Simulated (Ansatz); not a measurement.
Tl:

```xyz
4
Lattice="3.5086 0.0000 0.0000 -1.7543 3.0386 0.0000 0.0000 0.0000 11.2656" Properties=species:S:1:pos:R:3 pbc="T T T"
Tl    1.7543    1.0129    8.4492
Tl    0.0000    0.0000    5.6328
Tl    0.0000    2.0257    2.8164
Tl    0.0000    0.0000    0.0000
```

Base run:

```yaml
Program: Ansatz 0.2.0
Functional: PBEsol
Potentials_or_basis: all-electron LAPW, scalar-relativistic
Cutoff: 147 eV (chosen from the basis error)
Basis_error_allowed: 0.002 eV/atom
k_mesh: 9 × 9 × 3
Occupations: fermi-dirac, width 0.05 eV
Spin: no spin polarisation
```

Its results: pressure -1.7 GPa.

Question: The run is repeated on the same cell with these changes: functional from PBEsol to PBE. What comes out?

Answer: Pressure 1.2 GPa.

PBE binds less tightly than PBEsol, so the same cell stands under more pressure.
